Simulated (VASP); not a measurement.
A run of VASP 6.6.1 is set up as follows.

File INCAR:

```
PREC = Accurate
ENCUT = 420
EDIFF = 1E-7
ISMEAR = 0
SIGMA = 0.01
LREAL = False
LASPH = True
NELM = 80
ALGO = Fast
ISIF = 2
LWAVE = False
LCHARG = False
ISPIN = 2
MAGMOM = 0 0 0 0 0 0 0 0 0 0 0 0 0 0 0 0 0 0 0 0 0 0 0 0 0 0 0 0 0 0 0 0 0 0 0 0 0 0 0 0 0 0 0 0 0 0 0 0 0 0 0 0 0 0 0 0 0 0 0 0 0 0 0 0 0 0 0 0 0 0 0 0 0 0 0 0 0 0 0 0 0 0 0 0 0 0 0 0 0 0 0 0 0 0 0 0 0 0 0 0 0 0 0 0 0 0 0 0 0 0 0 0 0 0 0 0 0 0 0 0 0 0 0 0 0 0 0 0 0 0 0 0 0 0 0 0 0 0 0 0 0 0 0 0 0 0 0 0 0 0 0 0 0 0 0 0 0 0 0 0 0 0 0 0 0 0 0 0 0 0 0 0 0 0 0 0 0 0 0 0 0 0 0 0 0 0 0 0 0 0 0 0 0 0 0 0 0 0 1 0 0 0 0 0 0 0 0 0 0 0 0 0 0 0 0
LORBIT = 11
NUPDOWN = 1
GGA = PE
LHYPERFINE = True
NELECT = 863
ISYM = 0
NCORE = 1
NGYROMAG = 3.0777 10.7084
LEFG = True
QUAD_EFG = 20.44 0
LUSENCCL = False
```

Contents of KPOINTS:

```
Automatic mesh
0
Gamma
  1 1 1
```

The input POSCAR:

```
C212N3                                  
1.0
   10.7160000000      0.0000000000      0.0000000000
    0.0000000000     10.7160000000      0.0000000000
    0.0000000000      0.0000000000     10.7160000000
  N               C             
     3   212
Direct
     0.0890776122504398    0.0890776140430201    0.0906856368276109
     0.0890776040771007    0.9093143397692725    0.9109224102969162
     0.9093143522184274    0.0890775730994012    0.9109224148205997
     0.0034579510989751    0.1661410036967813    0.1664339023199341
     0.0836301553493534    0.2510473071100861    0.2510433095642101
     0.1661410143967186    0.0034579631479304    0.1664338990439577
[... 207 lines left out ...]
     0.8339921866414481    0.8339921933042181    0.6678393794244764
     0.9182564989658798    0.9182564862932615    0.7519615178341309
```

Potentials or basis: VASP PAW PBE potentials, release 64 (N, C).

Command:

```bash
$ cat potpaw_PBE.64/N/POTCAR potpaw_PBE.64/C/POTCAR > POTCAR
$ mpirun -np 1 vasp_std > vasp.out
```

Problem. What does it give for the largest force?

Solution. 0.008 eV/Å.

Caveat: the total moment is fixed, so each spin has its own Fermi level.
